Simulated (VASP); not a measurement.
Here is a VASP 6.6.1 calculation.

The input POSCAR:

```
ZnS
1.0
    0.0000000000      2.6803314388      2.6803314388
    2.6803314388      0.0000000000      2.6803314388
    2.6803314388      2.6803314388      0.0000000000
  Zn              S
     1     1
Direct
     0.2500000000000000    0.2500000000000000    0.2500000000000000
     0.0000000000000000    0.0000000000000000    0.0000000000000000
```

INCAR.step1

```
PREC = Accurate
ENCUT = 600
EDIFF = 1E-8
ISMEAR = 0
SIGMA = 0.03
LREAL = F
LASPH = T
NELM = 80
ALGO = Normal
ISIF = 3
LWAVE = F
LCHARG = F
GGA = PS
IBRION = 2
NSW = 40
EDIFFG = -0.002
```

Contents of INCAR.step2:

```
PREC = Accurate
ENCUT = 600
EDIFF = 1E-8
ISMEAR = 0
SIGMA = 0.03
LREAL = F
LASPH = T
NELM = 80
ALGO = Normal
ISIF = 2
LWAVE = F
LCHARG = F
GGA = PS
IBRION = 6
NFREE = 2
POTIM = 0.015
NSW = 1
```

The input KPOINTS:

```
Automatic mesh
0
Gamma
  10 10 10
```

Potentials or basis: VASP PAW PBE potentials, release 64 (Zn, S).

Run with:

```console
$ cat potpaw_PBE.64/Zn/POTCAR potpaw_PBE.64/S/POTCAR > POTCAR
$ cp INCAR.step1 INCAR
$ mpirun -np 1 vasp_std > vasp.out
$ cp CONTCAR POSCAR
$ cp INCAR.step2 INCAR
$ mpirun -np 1 vasp_std > vasp.out
```

Problem. Estimate the highest phonon frequency at Γ, LO-TO splitting left out.

Solution. 279 cm⁻¹.

Phonon frequencies in cm⁻¹ (negative: imaginary):
```
              q point        frequencies
(0.000, 0.000, 0.000)  0 0 0 279 279 279
```
